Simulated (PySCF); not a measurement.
Electrostatic solvation of a mixed set.

Level: PBE0/pcSseg-1 in PySCF, non-relativistic, each on one gas-phase PBE0-D3(BJ)/def2-SVP geometry that isn't relaxed in the solvent. The solvent is an IEF-PCM continuum (van der Waals radii × 1.2). Specific hydrogen bonds and non-electrostatic terms are outside this model.

Question: Order them by E(solvent) − E(gas) in chloroform (ε = 4.711), most negative first (kJ/mol).
A. norbornadiene (`C1=C[C@H]2C=C[C@@H]1C2`)
B. `[CH:1]#[C:2][C:3]#[C:4][CH2:5][CH2:6][CH3:7]` with C4–C5–C6–C7 -63°
C. `C[C@@]12C=C[C@H]3[C@@H]1[C@H]32`

Answer: B (-12.4), C (-8.4), A (-6.4).

```tsv
SMILES	charge	ΔE (kJ/mol)	polarisation term (kJ/mol)	HOMO shift (eV)	dipole gas (D)	dipole solvent (D)	atoms
C#CC#CCCC	0	-12.4	-14.0	-0.13	1.34	1.72	15
C[C@@]12C=C[C@H]3[C@@H]1[C@H]32	0	-8.4	-9.1	-0.07	0.99	1.23	15
C1=C[C@H]2C=C[C@@H]1C2	0	-6.4	-6.7	-0.03	0.03	0.06	15
```

The polarisation term is half the interaction of the solute with the induced surface charges.
